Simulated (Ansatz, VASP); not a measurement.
## Two plane-wave programs on Pt

POSCAR

```
Pt
1.0
    0.0000000000      1.9869250000      1.9869250000
    1.9869250000      0.0000000000      1.9869250000
    1.9869250000      1.9869250000      0.0000000000
Pt
1
Direct
    0.0000000000      0.0000000000      0.0000000000
```

Contents of INCAR.step1:

```
  ALGO = Normal
  EDIFF = 1E-4
  ENCUT = 520
  GGA = PE
  ISMEAR = -1
  LASPH = True
  LCHARG = False
  LREAL = False
  LWAVE = True
  NBANDS = 11
  NELM = 100
  PREC = Accurate
  SIGMA = 0.1
```

Contents of INCAR.step2:

```
  ALGO = Normal
  EDIFF = 1E-6
  ENCUT = 520
  ISIF = 2
  ISMEAR = -1
  ISTART = 1
  LASPH = True
  LCHARG = False
  LMIXTAU = True
  LREAL = False
  LWAVE = False
  METAGGA = R2SCAN
  NBANDS = 11
  NELM = 100
  PREC = Accurate
  SIGMA = 0.1
```

Contents of KPOINTS:

```
k-points
0
Gamma
  14 14 14
```

Input for Ansatz:

```yaml
crystal:
  lattice:
    - [0.0, 1.986925, 1.986925]
    - [1.986925, 0.0, 1.986925]
    - [1.986925, 1.986925, 0.0]
  atoms:
    - { symbol: Pt, position: [0.0, 0.0, 0.0] }
  symmetry: { tolerance: 0.0003 }
kpoints:
  mp_grid: { grid: [14, 14, 14], shift: [0, 0, 0] }
  band_path:
    path:
      - [0.375, 0.375, 0.75]
      - [0.0, 0.0, 0.0]
      - [0.5, 0.5, 0.5]
      - [0.5, 0.25, 0.75]
      - [0.5, 0.0, 0.5]
    npoints: 13
magnetization:
  spin_polarized: false
scf:
  occupations: { method: fermi_dirac }
  lower_state_search: "off"
  max_iter: 200
hamiltonian:
  pseudopotentials: { kind: paw }
  xc: r2scan
basis:
  ecutwfc: 500
  fft_grid_basis: typed
output:
  forces: true
  stress: true
  eigenvalues: true
  bader: true
  populations: true
  elf: true
  write_potential: true
  volumetric_format: npy
  dos:
    e_range: [-12, 8]
    de: 0.05
    projected: { site_lists: { Pt: [Pt] } }
checkpoint:
  read: saved_state
```

Alike in both runs: task single point; functional r2SCAN; k mesh 14 × 14 × 14; no spin polarisation.

|  | VASP | Ansatz |
| --- | --- | --- |
| version | VASP 6.6.1 | Ansatz 0.2.0 |
| potentials or method | VASP PAW PBE potentials, release 64 (Pt) | PAW plane waves |
| plane-wave cutoff (eV) | 520 | 500 |
| occupations | fermi-dirac, width 0.1 eV | fermi-dirac |
| valence electrons in the cell | 10 | 18 |

```tsv
	VASP	Ansatz	Ansatz less VASP
pressure (GPa)	-5.7	-6.3	-0.58
```

The two sets of potentials don't hold the same shells in valence.

Caveats: the PAW data sets were made with another functional, which shifts forces and pressure a little (VASP). Spin-orbit coupling is left out, which matters for the levels of Pt.
